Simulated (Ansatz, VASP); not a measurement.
## V: VASP beside Ansatz

```
V
1.0
    -1.48344    1.48344    1.48344
     1.48344   -1.48344    1.48344
     1.48344    1.48344   -1.48344
V
1
Direct
  0.00000 0.00000 0.00000
```

Change from the starting cell: volume scaled by 0.94.

Alike in both runs: task single point; functional PBEsol; k mesh 12 × 12 × 12; occupations fermi-dirac, width 0.05 eV; collinear spin, ferromagnetic start.

|  | VASP | Ansatz |
| --- | --- | --- |
| version | VASP 6.6.1 | Ansatz 0.2.0 |
| potentials or method | VASP PAW PBE potentials, release 64 (V_sv) | Ansatz PAW |
| plane-wave cutoff (eV) | 520 | 420 |
| valence electrons in the cell | 13 | 13 |

VASP gave:

```
gap on the k mesh at the Fermi level (eV) : none
pressure (GPa)                            : -1.5
net moment per atom (μB)                  : 0.00
```

**Question.** Which values does Ansatz return?

**Answer.** gap on the k mesh at the Fermi level (eV): none; pressure (GPa): -1.7; net moment per atom (μB): 0.00.

A gap of «none» marks a metal or a gap that the smearing closes.

Caveats: the PAW data sets were made with another functional, which shifts forces and pressure a little (VASP); the PAW data sets come from PBE, with cores solved anew for the run's functional, which leaves a small shift of forces and pressure (Ansatz); the starting moments weren't kept (Ansatz).
